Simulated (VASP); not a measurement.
A run of VASP 6.6.1 is set up as follows.

The input INCAR:

```
ALGO = Normal
EDIFF = 1E-6
ENCUT = 550
GGA = RP
ISIF = 2
ISMEAR = 0
LASPH = T
LCHARG = T
LELF = T
LREAL = F
LVHAR = T
LWAVE = F
NBANDS = 19
NELM = 60
PREC = Accurate
SIGMA = 0.05
```

The input KPOINTS:

```
k-points
0
Gamma
  11 11 6
```

The input POSCAR:

```
Zn
1.0
    2.6700000000      0.0000000000      0.0000000000
   -1.3350000000      2.3122878281      0.0000000000
    0.0000000000      0.0000000000      4.9660000000
Zn
2
Direct
    0.6666666667      0.3333333333      0.7500000000
    0.3333333333      0.6666666667      0.2500000000
```

Potentials or basis: VASP PAW PBE potentials, release 64 (Zn_GW).

Run with:

```console
$ cat potpaw_PBE.64/Zn_GW/POTCAR > POTCAR
$ mpirun -np 1 vasp_std > vasp.out
```

Q: Predict the band gap on the k mesh.

A: None (metal or under the smearing width).

Q: What does it give for the pressure?

A: 2.3 GPa.

Stress tensor (GPa, compression positive):
```
3.14 0.00 0.00
0.00 3.14 0.00
0.00 0.00 0.57
```

Caveat: the PAW data sets were made with another functional, which shifts forces and pressure a little.
